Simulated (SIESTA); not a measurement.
Y:

```
Y
1.0
     3.64254    0.00000    0.00000
    -1.82127    3.15454    0.00000
     0.00000    0.00000   11.84413
Y
4
Direct
  0.66667 0.33333 0.75000
  0.00000 0.00000 0.50000
  0.33333 0.66667 0.25000
  0.00000 0.00000 0.00000
```

Base run:

* Program: SIESTA 5.4.2
* Functional: PBEsol
* Potentials or basis: PseudoDojo 0.4 standard (PBEsol files)
* Basis: DZP (energy shift 0.003 Ry; two zetas on semicore shells)
* Grid cutoff: 800 Ry
* Energy shift: 0.003 Ry
* k mesh: 8 × 8 × 3
* Occupations: fermi-dirac, width 0.05 eV
* Spin: no spin polarisation

Its results: band gap on the k mesh none (metal or under the smearing width); pressure -3.4 GPa.

The run is repeated on the same cell with these changes: functional from PBEsol to PBE; potentials or basis from PseudoDojo 0.4 standard (PBEsol files) to PseudoDojo 0.4 standard (PBE files). What comes out?

Band gap on the k mesh none (metal or under the smearing width); pressure -1.6 GPa.

Caveats: the basis of atomic orbitals isn't converged, which shifts pressures, moduli and gaps.
